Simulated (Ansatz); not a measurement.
Si2W:

```
CELL_PARAMETERS angstrom
-1.60690 1.60690 3.91495
1.60690 -1.60690 3.91495
1.60690 1.60690 -3.91495
ATOMIC_POSITIONS crystal
W 0.00000 0.00000 0.00000
Si 0.66530 0.66530 0.00000
Si 0.33470 0.33470 0.00000
```

```yaml
Program: Ansatz 0.2.0
Task: single point
Functional: PBEsol
Potentials_or_basis: all-electron LAPW, scalar-relativistic
Cutoff: 239 eV (chosen from the basis error)
Basis_error_allowed: 0.001 eV/atom
k_mesh: 12 × 12 × 12
Occupations: fermi-dirac, width 0.05 eV
Spin: no spin polarisation
```

On this cell: pressure -2.0 GPa; largest force 0.019 eV/Å; band gap on the k mesh none (metal or under the smearing width).

The same run follows on a disturbed copy (atoms moved at random, drawn with an rms of 0.05 Å):

```
W Si
1.0
    -1.60690    1.60690    3.91495
     1.60690   -1.60690    3.91495
     1.60690    1.60690   -3.91495
W Si
1 2
Direct
  0.01217 0.99806 0.01179
  0.68165 0.65326 0.00829
  0.33466 0.31453 0.97355
```

Task: What does the disturbed cell give?

Result: The energy (extrapolated to zero smearing) moves by +14.9 meV/atom; pressure -1.0 GPa; largest force 0.911 eV/Å; band gap on the k mesh none (metal or under the smearing width).

Forces in eV/Å, atoms in the order of the input:
```
W   -0.560 -0.208  0.205
Si   0.027 -0.293  0.337
Si   0.533  0.501 -0.542
```

Stress tensor (GPa, compression positive):
```
-1.28  0.49 -0.41
 0.49 -1.24 -0.58
-0.41 -0.58 -0.60
```
